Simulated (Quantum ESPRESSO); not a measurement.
Crystal: Ni.

```
CELL_PARAMETERS angstrom
2.44802 0.00000 0.00000
-1.22401 2.12005 0.00000
0.00000 0.00000 4.07281
ATOMIC_POSITIONS crystal
Ni 0.66667 0.33333 0.75000
Ni 0.33333 0.66667 0.25000
```

This isn't the form of Ni at room conditions, which is fcc.

Base run:

- Program: Quantum ESPRESSO 7.5
- Functional: PBEsol
- Potentials or basis: GBRV 1.5 PBEsol
- Cutoff: 612 eV
- Density cutoff: 4898 eV
- k mesh: 10 × 10 × 6
- Occupations: fermi-dirac, width 0.05 eV
- Spin: collinear spin, ferromagnetic start
- Starting moments: [1.0, 1.0] μB

Its results: band gap on the k mesh none (metal or under the smearing width); pressure -3.2 GPa; net moment 1.36 μB per cell; site moments Ni +0.72 μB.

**Question.** The run is repeated on the same cell with these changes: spin from collinear spin, ferromagnetic start to collinear spin, ferrimagnetic start; moments at the start from [1.0, 1.0] to [1.0, -0.5]. What comes out?

**Answer.** Band gap on the k mesh none (metal or under the smearing width); pressure -4.2 GPa; net moment 0.00 μB per cell; site moments Ni +0.30, -0.30 μB.
